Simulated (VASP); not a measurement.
# CoO (Fm-3m) in VASP: notebook, part 2 of 2

VASP 6.6.1. The steps go on from the part before.

**5. Electron localisation function, PBEsol, collinear spin, ferromagnetic start**

Input file INCAR:

```
PREC     = Accurate       # precision mode
ENCUT    = 520            # plane-wave cutoff, eV
EDIFF    = 1E-7           # SCF threshold, eV
ISMEAR   = 0              # smearing method
SIGMA    = 0.02           # smearing width, eV
LREAL    = F              # projectors in reciprocal space
LASPH    = T              # aspherical terms in the spheres
NELM     = 120            # most SCF steps
ALGO     = Normal         # electronic algorithm
ISIF     = 2              # what is computed and relaxed
LWAVE    = F              # write WAVECAR
LCHARG   = T              # write CHGCAR
ISPIN    = 2              # spin polarisation
MAGMOM   = 2 0            # initial moments
LORBIT   = 11             # projections on sites
LMAXMIX  = 4              # l up to which the mixer works
GGA      = PS             # functional
LELF     = T              # ELF
```

Input file KPOINTS:

```
Automatic mesh
0
Gamma
  11 11 11
```

Input file POSCAR:

```
CoO
1.0
    0.0000000000      2.1315000000      2.1315000000
    2.1315000000      0.0000000000      2.1315000000
    2.1315000000      2.1315000000      0.0000000000
Co O
1 1
Direct
    0.0000000000      0.0000000000      0.0000000000
    0.5000000000      0.5000000000      0.5000000000
```

Command:

```
cat potpaw_PBE.64/Co/POTCAR potpaw_PBE.64/O/POTCAR > POTCAR
mpirun -np 1 vasp_std > vasp.out
```

It took 50 s on 1 thread of AMD EPYC 7R43 (Zen 3), shared host; peak memory 0.13 GiB.

It converged, with:

| Quantity | Value |
| --- | --- |
| Free energy | -13.9433 eV |
| Pressure | -11.0 GPa |
| Band gap on the k mesh | none (metal or under the smearing width) |
| Net moment | 2.99 μB per cell |
| Site moments | Co +2.60; O +0.34 μB |
| Valence electrons inside the program's atomic spheres | Co 7.79; O 4.95 |

Levels at points of the mesh, in eV from the Fermi level:
Spin up:
| k point | band 6 | band 7 | band 8 | band 9 | band 10 | band 11 | band 12 |
| --- | --- | --- | --- | --- | --- | --- | --- |
| (0.00, 0.00, 0.00) | -3.22 | -3.18 | -3.18 | -3.18 | 0.82 | 16.55 | 17.88 |
Spin down:
```csv
k point,band 3,band 4,band 5,band 6,band 7,band 8,band 9,band 10
"(0.00, 0.00, 0.00)",-2.57,-2.57,-1.11,-1.11,-1.11,-0.14,-0.14,1.39
```

Caveat: the PAW data sets were made with another functional, which shifts forces and pressure a little; a cell with one magnetic atom can't hold antiferromagnetic order, which such compounds often take; semilocal functionals often make such compounds metallic where correlation or magnetic order opens a gap, which also shifts bond lengths. With open d or f shells a metallic result of PBEsol can be an artefact of self-interaction; +U or a hybrid may open a gap.

**6. Relaxation of cell and atoms, SCAN, collinear spin, ferromagnetic start**

Input file INCAR:

```
PREC = Accurate
ENCUT = 600
EDIFF = 1E-6
ISMEAR = -1
SIGMA = 0.05
LREAL = False
LASPH = True
NELM = 150
ALGO = Normal
ISIF = 3
LWAVE = False
LCHARG = False
ISPIN = 2
MAGMOM = 2 0
LORBIT = 11
LMAXMIX = 4
METAGGA = SCAN
LMIXTAU = True
IBRION = 2
NSW = 40
EDIFFG = -0.01
```

Input file KPOINTS:

```
Automatic mesh
0
Gamma
  8 8 8
```

POSCAR is that of step 5.

Potentials or basis: VASP PAW PBE potentials, release 64 (Co, O).

Command:

```
cat potpaw_PBE.64/Co/POTCAR potpaw_PBE.64/O/POTCAR > POTCAR
mpirun -np 1 vasp_std > vasp.out
```

It took 2.8 min on 1 thread of AMD EPYC 9R45 (Zen 5), shared host; peak memory 0.14 GiB.

Results (log left out):

```
Free energy                                           : -25.3879 eV
Relaxed volume                                        : 9.27 Å³/atom
Relaxed cell                                          : a = 2.971 Å, b = 2.971 Å, c = 2.971 Å, α = 60.00°, β = 60.00°, γ = 60.00°
Space group after relaxing (to 0.05 Å)                : Fm-3m (No. 225)
Energy gained by relaxing                             : 8.9 meV/atom
Ionic steps                                           : 4
Pressure after relaxing                               : -0.1 GPa
Band gap on the k mesh                                : none (metal or under the smearing width)
Net moment                                            : 2.94 μB per cell
Site moments                                          : Co +2.66; O +0.26 μB
Valence electrons inside the program's atomic spheres : Co 7.83; O 5.06
```

Step by step:
```
step  energy change (eV)  largest force (eV/Å)  pressure (GPa)  volume (Å³)
   1              0.0000                0.0000           -8.22        19.37
   2             -0.0041                0.0000            6.14        18.01
   3             -0.0179                0.0000           -1.45        18.67
   4             -0.0177                0.0000           -0.06        18.54
```

Final structure:
```
CELL_PARAMETERS angstrom
0.00000 2.10070 2.10070
2.10070 0.00000 2.10070
2.10070 2.10070 0.00000
ATOMIC_POSITIONS crystal
Co 0.00000 0.00000 0.00000
O 0.50000 0.50000 0.50000
```

Levels at points of the mesh, in eV from the Fermi level:
Spin up:
```tsv
k point	band 7	band 8	band 9	band 10	band 11	band 12
(0.00, 0.00, 0.00)	-3.21	-3.21	-3.21	1.75	17.92	19.28
(0.50, 0.00, 0.00)	-2.02	0.04	0.04	5.86	10.57	14.51
(0.50, 0.50, 0.00)	-2.87	-2.37	-2.37	6.70	11.04	12.51
```
Spin down:
```
           k point  band 3  band 4  band 5  band 6  band 7  band 8  band 9  band 10
(0.00, 0.00, 0.00)   -2.55   -2.55   -1.20   -1.19   -1.18    1.52    1.55     2.55
(0.50, 0.00, 0.00)   -4.62   -4.62   -0.11   -0.10    0.21    4.28    4.31     6.30
(0.50, 0.50, 0.00)   -3.91   -3.91   -2.32    0.08    0.08    2.09    2.66     7.90
```

Caveat: the PAW data sets were made with another functional, which shifts forces and pressure a little; a cell with one magnetic atom can't hold antiferromagnetic order, which such compounds often take; semilocal functionals often make such compounds metallic where correlation or magnetic order opens a gap, which also shifts bond lengths.

**7. For comparison**

An earlier run on the cell as given: functional PBE; potentials or basis VASP PAW PBE potentials, release 64 (Co, O); cutoff 520 eV; k mesh 11 × 11 × 11; occupations fermi-dirac, width 0.05 eV; collinear spin, ferromagnetic start; starting moments [2.0, 0.0] μB.

- Pressure: -2.4 GPa
- Band gap on the k mesh: none (metal or under the smearing width)
- Net moment: 2.90 μB per cell
- Site moments: Co +2.55; O +0.29 μB
- Valence electrons inside the program's atomic spheres: Co 7.79; O 4.98

**8. The runs side by side**

| task | level | cell | k mesh | cutoff (eV) | smearing | share of exact exchange | grid for exact exchange (PRECFOCK) | mesh quality | gap on the mesh (eV) | pressure (GPa) | moment (μB) |
| --- | --- | --- | --- | --- | --- | --- | --- | --- | --- | --- | --- |
| single point | HSE(alpha, omega) | as given | 6 × 6 × 6 | 520 | fermi-dirac 0.05 eV | 0.05 | Fast | coarse | none | -3.1 | 3.00 |
| atomic charges | PBEsol | as given | 11 × 11 × 11 | 520 | gaussian 0.02 eV | - | - | not flagged | none | -11.0 | 2.99 |
| electron localisation function | PBEsol | as given | 11 × 11 × 11 | 520 | gaussian 0.02 eV | - | - | not flagged | none | -11.0 | 2.99 |
| relaxation of cell and atoms | SCAN | relaxed | 8 × 8 × 8 | 600 | fermi-dirac 0.05 eV | - | - | not flagged | none | -0.1 | 2.94 |
| single point | PBE | as given | 11 × 11 × 11 | 520 | fermi-dirac 0.05 eV | - | - | not flagged | none | -2.4 | 2.90 |

Alike in all rows: potentials or basis VASP PAW PBE potentials, release 64 (Co, O); spin collinear, ferromagnetic start.

Caveats: some runs use coarse meshes; a cell with one magnetic atom can't hold antiferromagnetic order, which such compounds often take; the PAW data sets were made with another functional, which shifts forces and pressure a little (some runs); semilocal functionals often make such compounds metallic where correlation or magnetic order opens a gap, which also shifts bond lengths (some runs).

Total energies depend on the potentials used, so only differences within one code and one set of settings carry meaning.
